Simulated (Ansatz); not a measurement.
Pb: all-electron results

```xyz
1
Lattice="-1.9797 1.9797 1.9797 1.9797 -1.9797 1.9797 1.9797 1.9797 -1.9797" Properties=species:S:1:pos:R:3 pbc="T T T"
Pb    0.0000    0.0000    0.0000
```

The conventional cell has a = 3.959 Å, b = 3.959 Å, c = 3.959 Å, α = 90.00°, β = 90.00°, γ = 90.00°. Pb (atom 1) has 8 Pb at 3.43 Å as nearest neighbours.

Structure from Materials Project entry mp-22692 (possibly hypothetical), not relaxed further.

No spin–orbit coupling, which matters for the heavy atoms here.

Theory: DFT, PBEsol, all-electron LAPW, scalar-relativistic (Ansatz 0.2.0).

Settings: a Γ-centred 13×13×13 k mesh, Fermi–Dirac smearing of 0.08 eV, basis error target 0.25 meV/atom, no spin polarisation.

- Pressure at this cell: -1.59 GPa
- Band gap: none: bands cross the Fermi level, a metal
- Density of states at the Fermi level (0.2 eV bin): 0.61 states/eV per cell
- Volume per atom: 209.4 bohr³
